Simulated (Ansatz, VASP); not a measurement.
**One calculation of Ga2O3, two programs**

```
Ga O
1.0
     2.52872    1.57916    4.57936
    -2.52872    1.57916    4.57936
     0.00000   -2.80072    4.46439
Ga O
4 6
Direct
  0.35587 0.35587 0.35587
  0.14413 0.14413 0.14413
  0.64413 0.64413 0.64413
  0.85587 0.85587 0.85587
  0.55317 0.94683 0.25000
  0.25000 0.55317 0.94683
  0.94683 0.25000 0.55317
  0.44683 0.05317 0.75000
  0.75000 0.44683 0.05317
  0.05317 0.75000 0.44683
```

Change from the starting cell: strain +0.0525 x Voigt [0, 0, 0, 1, 0, 0], atoms carried along.

Alike in both runs: task single point; functional PBE; k mesh 6 × 6 × 6; occupations gaussian, width 0.05 eV; no spin polarisation.

|  | VASP | Ansatz |
| --- | --- | --- |
| version | VASP 6.6.1 | Ansatz 0.2.0 |
| potentials or method | VASP PAW PBE potentials, release 64 (Ga_d, O) | scalar-relativistic, plane waves, PAW |
| plane-wave cutoff (eV) | 520 | 420 |
| valence electrons in the cell | 88 | 88 |

|  | VASP | Ansatz | Ansatz less VASP |
| --- | --- | --- | --- |
| gap on the k mesh at the Fermi level (eV) | 2.36 | 2.37 | +0.009 |
| least direct gap on the mesh (eV) | 2.62 | 2.63 | +0.008 |
| pressure (GPa) | 1.5 | 0.6 | -0.95 |
| largest component of the traceless stress (GPa) | 4.64 | 4.58 | -0.061 |
| rms of the force components (eV/Å) | 0.148 | 0.150 | +0.0014 |

Atom by atom the forces differ by 0.005 eV/Å (rms over components).

A k mesh can miss the band edges.
